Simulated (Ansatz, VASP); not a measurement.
## Sc in VASP and in Ansatz

```xyz
2
Lattice="3.3419 0.0000 0.0000 -1.6709 2.8942 0.0000 0.0000 0.0000 5.2680" Properties=species:S:1:pos:R:3 pbc="T T T"
Sc    0.0000    1.9294    1.3170
Sc    1.6709    0.9647    3.9510
```

Change from the starting cell: equal xx and yy strain of +1 %.

Alike in both runs: task single point; functional LDA; k mesh 13 × 13 × 7; occupations fermi-dirac, width 0.03 eV; no spin polarisation.

|  | VASP | Ansatz |
| --- | --- | --- |
| version | VASP 6.6.1 | Ansatz 0.2.0 |
| potentials or method | VASP PAW LDA potentials, release 64 (Sc_sv), cutoff 520 eV | all-electron LAPW, scalar-relativistic |

Ansatz gave:

- pressure (GPa): -6.1
- largest component of the traceless stress (GPa): 0.75

Q: Estimate VASP's values.

A: Pressure (GPa): -6.1; largest component of the traceless stress (GPa): 0.74.

Ansatz ran all-electron here, so the differences hold the error of VASP's frozen core and of both bases.
